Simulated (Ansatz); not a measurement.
# InSe: the cost of one run

Program: Ansatz 0.2.0. Level of theory: DFT PBE+D3(BJ), scalar-relativistic, plane waves, PAW. These are calculated values, not measurements.

A COD entry behind a cell of this session may itself be a prediction, so a difference from it is no test against experiment.

5 further runs of the same task are left out: 5 set aside as unsound or not needed.

### 1 The system as given

The structure is hexagonal, space group P-6m2 (No. 187). The conventional cell has a = 4.027 Å, b = 4.027 Å, c = 28.271 Å, α = 90.00°, β = 90.00°, γ = 120.00°. Se (site symmetry 3m) is surrounded by 3 In at 2.66 Å. In (site symmetry 3m) is surrounded by 3 Se at 2.66 Å and 1 In at 2.79 Å.

Coordinates:

```
Se In
1.0
     4.02661    0.00000    0.00000
    -2.01331    3.48715    0.00000
     0.00000    0.00000   28.27071
Se In
4 4
Direct
  0.00000 0.00000 0.15918
  0.00000 0.00000 0.34967
  0.00000 0.00000 0.47382
  0.00000 0.00000 0.66432
  0.66667 0.33333 0.20500
  0.66667 0.33333 0.30385
  0.66667 0.33333 0.51965
  0.66667 0.33333 0.61849
```

This is the geometry of the first run shown, built on a cell relaxed beforehand with the same method.

### 2 Plan of the line

Atoms count from 1 in the order of the input.

The upper layer of a bilayer is slid over the lower one; relaxed at each slide: nothing; the origin of the map has Se5 above Se4; the distance between the facing planes is held at 3.51 Å.

First coordinate, slide of the upper layer along the first cell vector, from Se5 above Se4: 9 values from 0.000 to 0.889, periodic. Second coordinate, slide of the upper layer along the second cell vector, from Se5 above Se4: 9 values from 0.000 to 0.889, periodic.

Nothing else is relaxed. Points are written as (first, second).

The two vectors of the plane (Å): (4.027, 0.000, 0.000); (-2.013, 3.487, 0.000).

### 3 Grid point (0/9, 0/9) of the map's two axes

A dipole layer in the vacuum cancels the field that periodic copies would set up if the slab's two faces differ.

input.yaml

```yaml
crystal:
  lattice:
    - [4.0266103653, 0.0, 0.0]
    - [-2.0133051827, 3.4871468675, 0.0]
    - [0.0, 0.0, 28.2707107737]
  atoms:
    - { symbol: Se, position: [0.0, 0.0, 0.15917534] }
    - { symbol: In, position: [0.6666666667, 0.3333333333, 0.2049979902] }
    - { symbol: In, position: [0.6666666667, 0.3333333333, 0.3038451596] }
    - { symbol: Se, position: [0.0, 0.0, 0.3496677344] }
    - { symbol: Se, position: [0.0, 0.0, 0.4738244996] }
    - { symbol: In, position: [0.6666666667, 0.3333333333, 0.5196471499] }
    - { symbol: In, position: [0.6666666667, 0.3333333333, 0.6184943192] }
    - { symbol: Se, position: [0.0, 0.0, 0.664316894] }
basis:
  ecutwfc: 420
kpoints:
  mp_grid: { grid: [9, 9, 1] }
hamiltonian:
  xc: pbe
  pseudopotentials: { kind: paw, azcp: { folder: soft_1 } }
  dispersion: d3bj
scf:
  occupations: { method: gaussian, width: 0.05 }
output:
  forces: true
  eigenvalues: true
efield:
  axis: 3
  dipole_correction: true
  ramp_width: 0.04
```

Run with:

```sh
$ ansatz run input.yaml --threads 1 --pin off --max-ram 3072MiB --backend cpu --events-out ev --progress --plain --runs-dir out
```

Q: Estimate wall time and peak memory on 1 thread of Intel Xeon Platinum 8488C (Sapphire Rapids), shared host.

About 25 s, with a peak of 0.71 GiB.
